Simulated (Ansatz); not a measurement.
# A film clamped to a substrate in Hf₂S

These are results of DFT PBEsol, scalar-relativistic, plane waves, PAW (Ansatz 0.2.0), not measurements. Settings: plane waves to 420 eV, k-mesh 18×18×4 (Γ-centred), Gaussian smearing 0.15 eV. Spin–orbit coupling is left out, which can shift energies with elements as heavy as these. No spin polarisation. Energies are free energies at this smearing, counted from the undisturbed cell; pressure is positive in compression.

The undisturbed cell (relaxed at this level; it needn't be the usual structure):

```xyz
6
Lattice="3.3465 0.0000 0.0000 -1.6733 2.8982 0.0000 0.0000 0.0000 11.6642" Properties=species:S:1:pos:R:3 pbc="T T T"
Hf    1.6733    0.9661   10.4817
Hf    0.0000    1.9321    4.6496
Hf    1.6733    0.9661    7.0147
Hf    0.0000    1.9321    1.1825
S     0.0000    0.0000    8.7482
S     0.0000    0.0000    2.9161
```

The cell (6 atoms, V0 = 113.13 Å³) is strained by p along both x and y and by q along z, fractional coordinates fixed. τp = (1/V0) ∂E/∂p = (σxx + σyy)(1 + p)(1 + q) and τq = (1/V0) ∂E/∂q = σzz(1 + p)², with tension positive.

| p | q | ΔE (meV/atom) | τp (GPa) | τq (GPa) |
| --- | --- | --- | --- | --- |
| 0.000 | 0.000 | 0.00 | 0.13 | -0.15 |
| -0.030 | 0.000 | 34.23 | -20.18 | -6.65 |
| 0.030 | 0.000 | 30.75 | 16.71 | 5.26 |
| 0.000 | -0.030 | 16.86 | -6.15 | -9.69 |
| 0.000 | 0.030 | 13.94 | 5.69 | 7.82 |

Get the second derivatives of the energy density.

Central differences give A = ∂τp/∂p = 615 GPa (C11 + C22 + 2 C12), C = ∂τq/∂q = 292 GPa (C33) and the cross term B = ∂τq/∂p = 198 GPa (C13 + C23); ∂τp/∂q = 197 GPa must equal B, and any difference shows higher-order terms. Steps this large leave an error of some per cent of A or C in all of these, which can swamp a small B. The ions are clamped.

A film of this crystal grows with z along the normal on a substrate that imposes p. How does its thickness respond, and what does the misfit cost?

Count p and q from the stress-free cell. A free surface needs τq = 0, so q = −(B/C) p = -0.68 p. The energy density left is (A − B²/C) p²/2 = M p², with the biaxial modulus M = 240 GPa; a misfit of 1 % costs 2.82 meV/atom, against 3.62 meV/atom if the thickness were held.

At p = -0.030 the energies along q are 75.4 (q = -0.030), 50.3 (q = -0.015), 34.2 (q = 0.000), 26.6 (q = 0.015), 26.7 (q = 0.030) meV/atom.

Does the linear rule hold at this misfit?

A parabola through the lowest point and its neighbours has its minimum at q = 0.022, 25.7 meV/atom. With the stress left in the starting cell, τp0 and τq0, linear elasticity gives q = −(τq0 + Bp)/C = 0.021 and E = V0(τp0 p + τq0 q + Ap²/2 + Bpq + Cq²/2)/N = 24.6 meV/atom. The two agree within a tenth in energy.

Forces appear on the atoms along this scan, and letting them relax would lower the energy and soften the response. In a metal these slopes depend on the k mesh and the smearing.